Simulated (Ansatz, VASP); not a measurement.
One calculation of V, two programs

The input INCAR:

```
SYSTEM = V
PREC = Accurate ; ENCUT = 600
EDIFF = 1E-7 ; ISMEAR = 0
SIGMA = 0.1 ; LREAL = .False.
LASPH = .True. ; NELM = 100
ALGO = Normal ; ISIF = 3
LWAVE = .False. ; LCHARG = .False.
GGA = PE ; IBRION = 2
NSW = 100 ; EDIFFG = -0.01
```

KPOINTS

```
Automatic mesh
0
Gamma
  24 24 24
  0 0 0
```

POSCAR

```
V
1.0
    0.0000000000      1.9099233635      1.9099233635
    1.9099233635      0.0000000000      1.9099233635
    1.9099233635      1.9099233635      0.0000000000
V
1
Direct
    0.0000000000      0.0000000000      0.0000000000
```

Input for Ansatz:

```yaml
crystal:
  lattice:
    - [0.0, 1.9099233635, 1.9099233635]
    - [1.9099233635, 0.0, 1.9099233635]
    - [1.9099233635, 1.9099233635, 0.0]
  atoms:
    - { symbol: V, position: [0.0, 0.0, 0.0] }
basis:
  ecutwfc: 420
kpoints:
  mp_grid: { grid: [24, 24, 24] }
hamiltonian:
  xc: pbe
scf:
  occupations: { method: gaussian, width: 0.1 }
output:
  forces: true
  stress: true
  eigenvalues: true
relax:
  adjacent_minimum: "off"
  f_tol: 0.01
  max_steps: 80
  cell: { stress_tol: 0.05 }
```

Alike in both runs: task relaxation of cell and atoms; functional PBE; k mesh 24 × 24 × 24; occupations gaussian, width 0.1 eV; no spin polarisation.

|  | VASP | Ansatz |
| --- | --- | --- |
| version | VASP 6.6.1 | Ansatz 0.2.0 |
| potentials or method | VASP PAW PBE potentials, release 64 (V_sv) | scalar-relativistic, plane waves, PAW |
| plane-wave cutoff (eV) | 600 | 420 |
| valence electrons in the cell | 13 | 13 |

```csv
,VASP,Ansatz,Ansatz less VASP
"gap on the k mesh at the Fermi level, each at its own relaxed structure (eV)",none,none,-
relaxed volume (Å³/atom),13.91,13.90,-0.012
relaxed cell length with the largest relative difference (Å),2.700,2.699,-0.0008
```

A gap of «none» marks a metal or a gap that the smearing closes.
